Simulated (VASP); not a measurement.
# MgO (P-6m2) in VASP: notebook, part 2 of 2

VASP 6.6.1. The steps go on from the part before.

## Step 4: G0W0 quasiparticle levels, PBE

The input, POSCAR:

```
MgO
1.0
    2.9380209034      0.0000000000      0.0000000000
   -1.4690104517      2.5444007392      0.0000000000
    0.0000000000      0.0000000000      2.6796800000
Mg O
1 1
Direct
    0.0000000000      0.0000000000      0.0000000000
    0.3333333333      0.6666666667      0.5000000000
```

The input, INCAR.step1:

```
ALGO = Fast ; EDIFF = 1E-8
ENCUT = 450 ; GGA = PE
ISMEAR = 0 ; LASPH = True
LCHARG = False ; LREAL = False
LWAVE = True ; NELM = 60
PREC = Accurate ; SIGMA = 0.01
```

The input, INCAR.step2:

```
ALGO = Exact ; EDIFF = 1E-8
ENCUT = 450 ; GGA = PE
ISMEAR = 0 ; ISTART = 1
LASPH = True ; LCHARG = False
LOPTICS = True ; LREAL = False
LWAVE = True ; NBANDS = 52
NELM = 1 ; PREC = Accurate
SIGMA = 0.01
```

The input, INCAR.step3:

```
ALGO = EVGW0 ; EDIFF = 1E-8
ENCUT = 450 ; ENCUTGW = 75
GGA = PE ; ISMEAR = 0
ISTART = 1 ; LASPH = True
LCHARG = False ; LREAL = False
LWAVE = False ; NBANDS = 52
NBANDSGW = 12 ; NELMGW = 1
NOMEGA = 48 ; PREC = Accurate
PRECFOCK = Fast ; SIGMA = 0.01
```

The input, KPOINTS:

```
k-points
0
Gamma
  3 3 3
```

Potentials or basis: VASP PAW PBE potentials, release 64 (Mg_GW, O_GW).

Launch:

```sh
$ cat potpaw_PBE.64/Mg_GW/POTCAR potpaw_PBE.64/O_GW/POTCAR > POTCAR
$ cp INCAR.step1 INCAR
$ mpirun -np 1 vasp_std > vasp.out
$ cp INCAR.step2 INCAR
$ mpirun -np 1 vasp_std > vasp.out
$ cp INCAR.step3 INCAR
$ mpirun -np 1 vasp_std > vasp.out
```

OUTCAR:

```text
EDIFF = 1E-8
   ENCUT = 450
   ENCUTGW = 75
   GGA = PE
   ISMEAR = 0
   ISTART = 1
   LASPH = True
   LREAL = False
   NELMGW = 1
   PREC = Accurate
   PRECFOCK = Fast

 Found      6 irreducible k-points:

 Following reciprocal coordinates:
            Coordinates               Weight
[... 88 lines left out ...]
      2       2.7905       1.9432     -20.2778     -19.1490     -24.8620       0.7506       2.0000       0.1800
      3       2.7905       1.9432     -20.2778     -19.1490     -24.8620       0.7506       2.0000       0.1800
      4       2.9934       2.1155     -20.4266     -19.2553     -25.0520       0.7494       2.0000       0.1824
      5       6.3348       7.1308     -10.1985     -11.1969      -6.4452       0.7972       0.0000      -0.1243
      6      15.1989      16.1291      -7.7468      -8.9289      -3.1427       0.7869       0.0000      -0.1664
      7      18.8451      19.8609      -7.4633      -8.7582      -2.6576       0.7845       0.0000      -0.2640
      8      18.8451      19.8609      -7.4633      -8.7582      -2.6576       0.7845       0.0000      -0.2640
      9      23.1418      23.9757      -7.4150      -8.4528      -2.0767       0.8035       0.0000      -0.7093
     10      24.1055      25.4778      -9.1628     -10.9707      -3.4194       0.7590       0.0000      -0.6983
     11      25.7686      27.2550      -9.2538     -11.2092      -3.4218       0.7601       0.0000      -0.7202
     12      25.7686      27.2550      -9.2538     -11.2092      -3.4218       0.7601       0.0000      -0.7202
[... 68 lines left out ...]
      1     -12.3508     -14.3019     -22.7070     -19.9089     -31.3587       0.6973       2.0000       0.9673
      2       0.5429      -0.6270     -18.0105     -16.4248     -22.5381       0.7378       2.0000       0.2162
      3       0.5548      -0.6401     -17.8618     -16.2473     -22.3246       0.7401       2.0000       0.2141
      4       0.6311      -0.4993     -18.7201     -17.1835     -23.4321       0.7357       2.0000       0.2213
      5      10.3439      11.0912      -8.2087      -9.1622      -4.0414       0.7838       0.0000      -0.1489
      6      14.3392      15.6988      -9.1657     -10.9097      -4.8303       0.7796       0.0000      -0.1688
      7      17.1807      18.5643      -9.5345     -11.3342      -4.7143       0.7688       0.0000      -0.2221
      8      18.4935      19.7034     -10.0070     -11.5690      -5.1345       0.7746       0.0000      -0.3152
      9      18.5988      20.2137     -11.2178     -13.3477      -6.0926       0.7582       0.0000      -0.3613
     10      24.6062      25.9170      -9.1881     -10.8648      -3.6880       0.7818       0.0000      -0.5853
     11      29.4038      30.9166      -7.8874      -9.7826      -2.3428       0.7982       0.0000      -0.7621
     12      30.6721      31.9130      -7.1253      -8.6434      -1.5206       0.8173       0.0000      -0.9614
```

It took 7 s on 1 thread of Intel Xeon 6975P-C (Granite Rapids), shared host; peak memory 0.14 GiB.

The run converged, but some of its settings lie outside the range that counts as converged, so its numbers aren't taken as properties of the crystal.

What came out:

```
Band gap on the k mesh, mean-field level : 2.93 eV, indirect (least direct gap 3.34 eV)
Quasiparticle gap                        : 4.54 eV
Least direct quasiparticle gap           : 5.02 eV
```

Caveat: the k mesh is coarse (spacing up to 0.82 Å⁻¹), so the values aren't converged; the cutoff is under 1.25 times the usual one of these potentials, so pressure, stress and relaxed cells hold a basis-set (Pulay) error; bands, screening cutoff and mesh are small and nothing is extrapolated, so the quasiparticle values aren't converged; an odd mesh through Γ misses points on the zone boundary, where band edges often lie.

## Step 5: G0W0 quasiparticle levels, PBE

POSCAR is that of step 4.

INCAR.step1, as its differences from that of step 4:

```diff
@@ -1,3 +1,3 @@
 ALGO = Fast ; EDIFF = 1E-8
-ENCUT = 450 ; GGA = PE
+ENCUT = 350 ; GGA = PE
 ISMEAR = 0 ; LASPH = True
```

INCAR.step2, as its differences from that of step 4:

```diff
@@ -1,3 +1,3 @@
 ALGO = Exact ; EDIFF = 1E-8
-ENCUT = 450 ; GGA = PE
+ENCUT = 350 ; GGA = PE
 ISMEAR = 0 ; ISTART = 1
```

INCAR.step3, as its differences from that of step 4:

```diff
@@ -1,3 +1,3 @@
 ALGO = EVGW0 ; EDIFF = 1E-8
-ENCUT = 450 ; ENCUTGW = 75
+ENCUT = 350 ; ENCUTGW = 150
 GGA = PE ; ISMEAR = 0
```

KPOINTS is that of step 4.

Potentials or basis: VASP PAW PBE potentials, release 64 (Mg_GW, O_GW).

Launch:

```sh
$ cat potpaw_PBE.64/Mg_GW/POTCAR potpaw_PBE.64/O_GW/POTCAR > POTCAR
$ cp INCAR.step1 INCAR
$ mpirun -np 1 vasp_std > vasp.out
$ cp INCAR.step2 INCAR
$ mpirun -np 1 vasp_std > vasp.out
$ cp INCAR.step3 INCAR
$ mpirun -np 1 vasp_std > vasp.out
```

OUTCAR:

```text
EDIFF = 1E-8
   ENCUT = 350
   ENCUTGW = 150
   GGA = PE
   ISMEAR = 0
   ISTART = 1
   LASPH = True
   LREAL = False
   NELMGW = 1
   PREC = Accurate
   PRECFOCK = Fast

 Found      6 irreducible k-points:

 Following reciprocal coordinates:
            Coordinates               Weight
  0.000000  0.000000  0.000000      1.000000
  0.333333  0.000000  0.000000      6.000000
  0.333333  0.333333  0.000000      2.000000
  0.000000  0.000000  0.333333      2.000000
  0.333333  0.000000  0.333333     12.000000
  0.333333  0.333333  0.333333      4.000000
   k-points           NKPTS =      6   k-points in BZ     NKDIM =     27   number of bands    NBANDS=     52
   number of dos      NEDOS =    301   number of ions     NIONS =      2
   total plane-waves  NPLWV =   5184
   dimension x,y,z NGX =    18 NGY =   18 NGZ =   16
   dimension x,y,z NGXF=    36 NGYF=   36 NGZF=   32
   ions per type =               1   1
[... 56 lines left out ...]
   NELMHF              =     1    number of iterations in the inner HF iteration
   NKREDLFX            =     1    NKREDLFY  =   1   NKREDLFZ  =   1
 non-spin polarized calculation
 Gauss-broadening in eV      SIGMA  =   0.01
  energy-cutoff  :      350.00
  volume of cell :       20.03
 maximum number of plane-waves:       302
 NGX is ok and might be reduce to    18
  NGX = 12; NGY = 12; NGZ = 10
   NGX =  9   NGY =  9   NGZ =  9
 maximum number of plane-waves:        93

 QP shifts <psi_nk| G(iteration)W_0 |psi_nk>: iteration 1
 for sc-GW calculations column KS-energies equals QP-energies in previous step
 and V_xc(KS)=  KS-energies - (<T + V_ion + V_H > + <T+V_H+V_ion>^1  + <V_x>^1)

 k-point   1 :       0.0000    0.0000    0.0000
  band No.  KS-energies  QP-energies   sigma(KS)   V_xc(KS)     V^pw_x(r,r')   Z            occupation Imag(sigma)

      1     -14.0589     -15.8765     -20.8444     -18.1355     -29.8802       0.6710       2.0000       1.2832
      2       2.8497       1.9053     -20.4189     -19.1499     -24.8734       0.7442       2.0000       0.1762
      3       2.8497       1.9053     -20.4189     -19.1499     -24.8734       0.7442       2.0000       0.1762
      4       3.1529       2.1475     -20.5823     -19.2298     -25.0546       0.7434       2.0000       0.1748
      5       6.3276       7.2508     -10.0392     -11.2054      -6.4667       0.7917       0.0000      -0.1253
      6      15.2025      16.1497      -7.7251      -8.9271      -3.1429       0.7879       0.0000      -0.1679
      7      18.8508      19.8762      -7.4476      -8.7559      -2.6579       0.7837       0.0000      -0.2648
      8      18.8508      19.8762      -7.4476      -8.7559      -2.6579       0.7837       0.0000      -0.2648
      9      23.1454      24.0147      -7.3700      -8.4504      -2.0774       0.8046       0.0000      -0.6962
     10      24.1080      25.4232      -9.2433     -10.9910      -3.4406       0.7526       0.0000      -0.7009
     11      25.7559      27.1613      -9.3569     -11.2228      -3.4277       0.7532       0.0000      -0.7320
     12      25.7559      27.1613      -9.3569     -11.2228      -3.4277       0.7532       0.0000      -0.7320
[... 68 lines left out ...]
      1     -12.3671     -14.1562     -22.5409     -19.9293     -31.4160       0.6851       2.0000       1.1089
      2       0.5810      -0.6303     -18.0781     -16.4247     -22.5446       0.7326       2.0000       0.2103
      3       0.5937      -0.6369     -17.9202     -16.2458     -22.3299       0.7349       2.0000       0.2082
      4       0.6661      -0.5081     -18.7978     -17.1888     -23.4420       0.7299       2.0000       0.2170
      5      10.3478      11.1127      -8.1941      -9.1715      -4.0562       0.7825       0.0000      -0.1492
      6      14.3356      15.6918      -9.1848     -10.9293      -4.8496       0.7774       0.0000      -0.1688
      7      17.1754      18.5335      -9.5557     -11.3317      -4.7146       0.7647       0.0000      -0.2222
      8      18.4925      19.6622     -10.0517     -11.5694      -5.1416       0.7707       0.0000      -0.3142
      9      18.5781      20.1661     -11.2635     -13.3688      -6.1088       0.7542       0.0000      -0.3616
     10      24.5898      25.8788      -9.2195     -10.8749      -3.6899       0.7787       0.0000      -0.5954
     11      29.3913      30.8762      -7.9200      -9.7924      -2.3402       0.7930       0.0000      -0.7666
     12      30.6734      31.9310      -7.0966      -8.6432      -1.5194       0.8131       0.0000      -0.9522
```

OUTCAR.step1:

```text
EDIFF = 1E-8
   ENCUT = 350
   GGA = PE
   ISMEAR = 0
   LASPH = True
[... 176 lines left out ...]
 -----------------------------------------------------------------------------------
      0.00000      0.00000      0.00000        -0.000000      0.000000      0.000000
     -0.00000      1.69627      1.33984         0.000000      0.000000      0.000000
 -----------------------------------------------------------------------------------
    total drift:                               -0.000001      0.000000     -0.000000

  FREE ENERGIE OF THE ION-ELECTRON SYSTEM (eV)
  ---------------------------------------------------
  free  energy   TOTEN  =       -10.9540332152 eV

  energy  without entropy=      -10.9540332152  energy(sigma->0) =      -10.95403322
```

It took 6.5 s on 1 thread of Intel Xeon 6975P-C (Granite Rapids), shared host; peak memory 0.13 GiB.

The run converged, but a check on its numbers failed (symmetry, net force, bounds or a known fault of this set-up), so they aren't taken as properties of the crystal.

Caveat: the k mesh is coarse (spacing up to 0.82 Å⁻¹), so the values aren't converged; the cutoff lies under the usual one of these potentials, so the numbers hold a large basis-set error; bands, screening cutoff and mesh are small and nothing is extrapolated, so the quasiparticle values aren't converged; an odd mesh through Γ misses points on the zone boundary, where band edges often lie.

## Step 6: G0W0 quasiparticle levels, PBE

POSCAR is that of step 5.

INCAR.step1, as its differences from that of step 5:

```diff
@@ -1,3 +1,3 @@
 ALGO = Fast ; EDIFF = 1E-8
-ENCUT = 350 ; GGA = PE
+ENCUT = 450 ; GGA = PE
 ISMEAR = 0 ; LASPH = True
```

The input, INCAR.step2:

```
ALGO = Exact ; EDIFF = 1E-8
ENCUT = 450 ; GGA = PE
ISMEAR = 0 ; ISTART = 1
LASPH = True ; LCHARG = False
LOPTICS = True ; LREAL = False
LWAVE = True ; NBANDS = 28
NELM = 1 ; PREC = Accurate
SIGMA = 0.01
```

The input, INCAR.step3:

```
ALGO = EVGW0 ; EDIFF = 1E-8
ENCUT = 450 ; ENCUTGW = 260
GGA = PE ; ISMEAR = 0
ISTART = 1 ; LASPH = True
LCHARG = False ; LREAL = False
LWAVE = False ; NBANDS = 28
NBANDSGW = 12 ; NELMGW = 1
NOMEGA = 48 ; PREC = Accurate
PRECFOCK = Fast ; SIGMA = 0.01
```

KPOINTS is that of step 5.

Potentials or basis: VASP PAW PBE potentials, release 64 (Mg_GW, O_GW).

Launch:

```sh
$ cat potpaw_PBE.64/Mg_GW/POTCAR potpaw_PBE.64/O_GW/POTCAR > POTCAR
$ cp INCAR.step1 INCAR
$ mpirun -np 1 vasp_std > vasp.out
$ cp INCAR.step2 INCAR
$ mpirun -np 1 vasp_std > vasp.out
$ cp INCAR.step3 INCAR
$ mpirun -np 1 vasp_std > vasp.out
```

OUTCAR:

```text
EDIFF = 1E-8
   ENCUT = 450
   ENCUTGW = 260
   GGA = PE
   ISMEAR = 0
   ISTART = 1
   LASPH = True
   LREAL = False
   NELMGW = 1
   PREC = Accurate
   PRECFOCK = Fast

 Found      6 irreducible k-points:

 Following reciprocal coordinates:
            Coordinates               Weight
  0.000000  0.000000  0.000000      1.000000
  0.333333  0.000000  0.000000      6.000000
  0.333333  0.333333  0.000000      2.000000
  0.000000  0.000000  0.333333      2.000000
  0.333333  0.000000  0.333333     12.000000
  0.333333  0.333333  0.333333      4.000000
   k-points           NKPTS =      6   k-points in BZ     NKDIM =     27   number of bands    NBANDS=     28
   number of dos      NEDOS =    301   number of ions     NIONS =      2
   total plane-waves  NPLWV =   8000
   dimension x,y,z NGX =    20 NGY =   20 NGZ =   20
   dimension x,y,z NGXF=    40 NGYF=   40 NGZF=   40
   ions per type =               1   1
   NGX,Y,Z   is equivalent  to a cutoff of  11.32, 11.32, 12.41 a.u.
[... 56 lines left out ...]
   NKREDLFX            =     1    NKREDLFY  =   1   NKREDLFZ  =   1
 non-spin polarized calculation
 Gauss-broadening in eV      SIGMA  =   0.01
  energy-cutoff  :      450.00
  volume of cell :       20.03
 maximum number of plane-waves:       447
  NGX = 12; NGY = 12; NGZ = 10
   NGX = 11   NGY = 11   NGZ =  9
 maximum number of plane-waves:       199

 QP shifts <psi_nk| G(iteration)W_0 |psi_nk>: iteration 1
 for sc-GW calculations column KS-energies equals QP-energies in previous step
 and V_xc(KS)=  KS-energies - (<T + V_ion + V_H > + <T+V_H+V_ion>^1  + <V_x>^1)

 k-point   1 :       0.0000    0.0000    0.0000
  band No.  KS-energies  QP-energies   sigma(KS)   V_xc(KS)     V^pw_x(r,r')   Z            occupation Imag(sigma)

      1     -14.0514     -15.7289     -20.6331     -18.1185     -29.8309       0.6671       2.0000       1.4042
      2       2.7905       2.0631     -20.1242     -19.1490     -24.8620       0.7459       2.0000       0.1940
      3       2.7905       2.0631     -20.1242     -19.1490     -24.8620       0.7459       2.0000       0.1940
      4       2.9934       2.2275     -20.2830     -19.2553     -25.0520       0.7452       2.0000       0.1907
      5       6.3348       7.4448      -9.7982     -11.1969      -6.4452       0.7936       0.0000      -0.1186
      6      15.1989      16.3807      -7.4388      -8.9289      -3.1427       0.7930       0.0000      -0.1603
      7      18.8451      20.0897      -7.1793      -8.7582      -2.6576       0.7882       0.0000      -0.2555
      8      18.8451      20.0897      -7.1793      -8.7582      -2.6576       0.7882       0.0000      -0.2555
      9      23.1418      24.2533      -7.0789      -8.4528      -2.0767       0.8090       0.0000      -0.6855
     10      24.1055      25.6504      -8.9177     -10.9707      -3.4194       0.7525       0.0000      -0.6880
     11      25.7686      27.4342      -9.0111     -11.2092      -3.4218       0.7577       0.0000      -0.7285
     12      25.7686      27.4342      -9.0111     -11.2092      -3.4218       0.7577       0.0000      -0.7285
[... 68 lines left out ...]
      1     -12.3508     -13.9943     -22.3040     -19.9089     -31.3587       0.6862       2.0000       1.2571
      2       0.5429      -0.4869     -17.8293     -16.4248     -22.5381       0.7332       2.0000       0.2289
      3       0.5548      -0.4929     -17.6734     -16.2473     -22.3246       0.7347       2.0000       0.2278
      4       0.6311      -0.3581     -18.5413     -17.1835     -23.4321       0.7285       2.0000       0.2317
      5      10.3439      11.2719      -7.9822      -9.1622      -4.0414       0.7865       0.0000      -0.1430
      6      14.3392      15.9004      -8.9125     -10.9097      -4.8303       0.7817       0.0000      -0.1627
      7      17.1807      18.7769      -9.2569     -11.3342      -4.7143       0.7684       0.0000      -0.2168
      8      18.4935      19.9226      -9.7200     -11.5690      -5.1345       0.7728       0.0000      -0.3043
      9      18.5988      20.4311     -10.9302     -13.3477      -6.0926       0.7579       0.0000      -0.3637
     10      24.6062      26.1753      -8.8586     -10.8648      -3.6880       0.7821       0.0000      -0.5911
     11      29.4038      31.1703      -7.5681      -9.7826      -2.3428       0.7977       0.0000      -0.7603
     12      30.6721      32.1968      -6.7741      -8.6434      -1.5206       0.8156       0.0000      -0.9417
```

OUTCAR.step1:

```text
EDIFF = 1E-8
   ENCUT = 450
   GGA = PE
   ISMEAR = 0
   LASPH = True
[... 175 lines left out ...]
 -----------------------------------------------------------------------------------
      0.00000      0.00000      0.00000         0.000000     -0.000000      0.000000
     -0.00000      1.69627      1.33984        -0.000000      0.000000      0.000000
 -----------------------------------------------------------------------------------
    total drift:                               -0.000001      0.000000     -0.000000

  FREE ENERGIE OF THE ION-ELECTRON SYSTEM (eV)
  ---------------------------------------------------
  free  energy   TOTEN  =       -11.1351681000 eV

  energy  without entropy=      -11.1351681000  energy(sigma->0) =      -11.13516810
```

OUTCAR.step2:

```text
EDIFF = 1E-8
   ENCUT = 450
   GGA = PE
   ISMEAR = 0
[... 557 lines left out ...]
  --------------------------------------------------------------------------------------------------------------
     0.00000     4.65179     4.65179     5.00952     0.00000    -0.00000    -0.00000
     0.94152     4.75909     4.75909     5.15850     0.00000    -0.00000    -0.00000
     1.88303     5.18020     5.18020     5.77982     0.00000    -0.00000    -0.00000
     2.82455     6.68225     6.68225     8.65217     0.00000    -0.00000    -0.00000
     3.76606    -3.78566    -3.78566    -0.48130     0.00000    -0.00000    -0.00000
     4.70758     3.25488     3.25488     3.84231     0.00000    -0.00000    -0.00000
[... 92 lines left out ...]
    92.26855     0.94062     0.94062     0.94000    -0.00000     0.00000     0.00000
    93.21006     0.94197     0.94197     0.94136    -0.00000     0.00000     0.00000
```

Wall time 8.3 s (1 thread of Intel Xeon 6975P-C (Granite Rapids), shared host); peak memory 0.18 GiB.

The run converged, but some of its settings lie outside the range that counts as converged, so its numbers aren't taken as properties of the crystal.

What came out:

| Property | Result |
| --- | --- |
| Band gap on the k mesh, mean-field level | 2.93 eV, indirect (least direct gap 3.34 eV) |
| Quasiparticle gap | 4.73 eV |
| Least direct quasiparticle gap | 5.22 eV |

Caveat: the k mesh is coarse (spacing up to 0.82 Å⁻¹), so the values aren't converged; the cutoff is under 1.25 times the usual one of these potentials, so pressure, stress and relaxed cells hold a basis-set (Pulay) error; bands, screening cutoff and mesh are small and nothing is extrapolated, so the quasiparticle values aren't converged; an odd mesh through Γ misses points on the zone boundary, where band edges often lie.

## Step 7: For comparison

An earlier run on the cell as given: functional PBE; potentials or basis VASP PAW PBE potentials, release 64 (Mg, O); cutoff 520 eV; k mesh 10 × 10 × 10; occupations fermi-dirac, width 0.05 eV; no spin polarisation.

- Pressure: -0.7 GPa
- Band gap on the k mesh: 3.01 eV, indirect (least direct gap 3.40 eV)
